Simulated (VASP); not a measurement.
Write the native input for VASP 6.6.1 that does the following.

```yaml
Task: work function
Functional: LDA
Potentials_or_basis: VASP PAW LDA potentials, release 64 (Ni, Al)
Cutoff: 520 eV
k_mesh: 7 × 7 × 1
Occupations: fermi-dirac, width 0.05 eV
Spin: collinear spin, ferromagnetic start
Starting_moments: "[1.0, 1.0, 1.0, 1.0, 0.0, 0.0, 0.0, 0.0] μB"
Dipole_correction: yes
Further_INCAR_settings: ALGO = Normal; EDIFF = 1e-06
```

The structure of AlNi lies in POSCAR:

```
AlNi
1.0
    2.8810000000      0.0000000000      0.0000000000
    0.0000000000      2.8810000000      0.0000000000
    0.0000000000      0.0000000000     25.0835000000
Ni Al
4 4
Direct
    0.5000000000      0.5000000000      0.2990013355
    0.5000000000      0.5000000000      0.4138577152
    0.5000000000      0.5000000000      0.5287140949
    0.5000000000      0.5000000000      0.6435704746
    0.0000000000      0.0000000000      0.3564295254
    0.0000000000      0.0000000000      0.4712859051
    0.0000000000      0.0000000000      0.5861422848
    0.0000000000      0.0000000000      0.7009986645
```

The input as run:

INCAR

```
ALGO     = Normal         # electronic algorithm
DIPOL    = 0.5 0.5 0.500
EDIFF    = 1E-6           # SCF threshold, eV
ENCUT    = 520            # plane-wave cutoff, eV
IDIPOL   = 3            
ISIF     = 2              # what is computed and relaxed
ISMEAR   = -1             # smearing method
ISPIN    = 2              # spin polarisation
LASPH    = T              # aspherical terms in the spheres
LCHARG   = T              # write CHGCAR
LDIPOL   = T            
LELF     = T              # ELF
LMAXMIX  = 4              # l up to which the mixer works
LORBIT   = 11             # projections on sites
LREAL    = F              # projectors in reciprocal space
LVACPOTAV= T            
LVHAR    = T            
LWAVE    = F              # write WAVECAR
MAGMOM   = 1 1 1 1 0 0 0 0 # initial moments
NELM     = 100            # most SCF steps
PREC     = Accurate       # precision mode
SIGMA    = 0.05           # smearing width, eV
```

KPOINTS

```
k-points
0
Gamma
  7 7 1
```

Potentials or basis: VASP PAW LDA potentials, release 64 (Ni, Al).

Launch:

```console
$ cat potpaw_LDA.64/Ni/POTCAR potpaw_LDA.64/Al/POTCAR > POTCAR
$ mpirun -np 1 vasp_std > vasp.out
```

Results of the run:

```json
{
  "Largest force": "1.185 eV/Å",
  "Band gap on the k mesh": "none (metal or under the smearing width)",
  "Net moment": "0.00 μB per cell",
  "Valence electrons inside the program's atomic spheres": "Ni 9.15, 9.49; Al 0.80, 0.81, 0.78",
  "Work function of the upper face": "4.30 eV",
  "Work function of the lower face": "4.95 eV"
}
```

Wall time 5.1 min on 1 thread of Intel(R) Xeon(R) Platinum 8259CL CPU @ 2.50GHz (Skylake/Cascade Lake), with other jobs on the host, peak memory 0.33 GiB.
